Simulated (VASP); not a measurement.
Wanted: the native input for a VASP 6.6.1 run.

```
Task                   : single point
Functional             : PBEsol
Potentials or basis    : VASP PAW PBE potentials, release 64 (Cd)
Cutoff                 : 520 eV
k mesh                 : 18 × 18 × 8
Occupations            : gaussian, width 0.5 eV
Spin                   : no spin polarisation
Further INCAR settings : ALGO = Normal; EDIFF = 1e-06
```

The structure of Cd lies in POSCAR:

```
Cd
1.0
    2.9511000000      0.0000000000      0.0000000000
   -1.4755500000      2.5557300000      0.0000000000
    0.0000000000      0.0000000000      5.6024900000
Cd
2
Direct
    0.3333300000      0.6666700000      0.2500000000
    0.6666700000      0.3333300000      0.7500000000
```

One way to write it, as run:

INCAR

```
SYSTEM = Cd
ALGO     = Normal         ! electronic algorithm
EDIFF    = 1E-6           ! SCF threshold, eV
ENCUT    = 520            ! plane-wave cutoff, eV
GGA      = PS             ! functional
ISIF     = 2              ! what is computed and relaxed
ISMEAR   = 0              ! smearing method
LASPH    = .TRUE.         ! aspherical terms in the spheres
LCHARG   = .FALSE.        ! write CHGCAR
LREAL    = .FALSE.        ! projectors in reciprocal space
LWAVE    = .FALSE.        ! write WAVECAR
NELM     = 60             ! most SCF steps
PREC     = Accurate       ! precision mode
SIGMA    = 0.5            ! smearing width, eV
```

KPOINTS

```
k-points
0
G
  18 18 8
  0 0 0
```

Potentials or basis: VASP PAW PBE potentials, release 64 (Cd).

Launch:

```console
$ cat potpaw_PBE.64/Cd/POTCAR > POTCAR
$ mpirun -np 1 vasp_std > vasp.out
```

It gave:

* Pressure: 0.4 GPa
* Band gap on the k mesh: none (metal or under the smearing width)

Caveat: the PAW data sets were made with another functional, which shifts forces and pressure a little.

Wall time 65 s on 1 thread of Intel(R) Xeon(R) 6975P-C (Granite Rapids), with other jobs on the host, peak memory 0.37 GiB.
